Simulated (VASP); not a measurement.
A run of VASP 6.6.1 is set up as follows.

Contents of INCAR:

```
SYSTEM = Os
PREC     = Accurate       ! precision mode
ENCUT    = 520            ! plane-wave cutoff, eV
EDIFF    = 1E-6           ! SCF threshold, eV
ISMEAR   = -1             ! smearing method
SIGMA    = 0.1            ! smearing width, eV
LREAL    = .FALSE.        ! projectors in reciprocal space
LASPH    = .TRUE.         ! aspherical terms in the spheres
NELM     = 60             ! most SCF steps
ALGO     = Normal         ! electronic algorithm
ISIF     = 2              ! what is computed and relaxed
LWAVE    = .FALSE.        ! write WAVECAR
LCHARG   = .TRUE.         ! write CHGCAR
LELF     = .TRUE.         ! ELF
LVHAR    = .TRUE.       
NBANDS   = 10             ! bands
```

The input KPOINTS:

```
Automatic mesh
0
G
  14 14 14
  0 0 0
```

POSCAR

```
Os
1.0
    2.5502003636      0.0000000000      0.0000000000
    0.0000000000      2.5502003636      0.0000000000
    0.0000000000      0.0000000000      2.5502003636
Os
1
Direct
    0.0000000000      0.0000000000      0.0000000000
```

Potentials or basis: VASP PAW LDA potentials, release 64 (Os).

Launch:

```bash
$ cat potpaw_LDA.64/Os/POTCAR > POTCAR
$ mpirun -np 1 vasp_std > vasp.out
```

Predict the pressure.

-10.7 GPa.

What does it give for the band gap on the k mesh?

None (metal or under the smearing width).

Spin-orbit coupling is left out, which matters for the levels of Os.
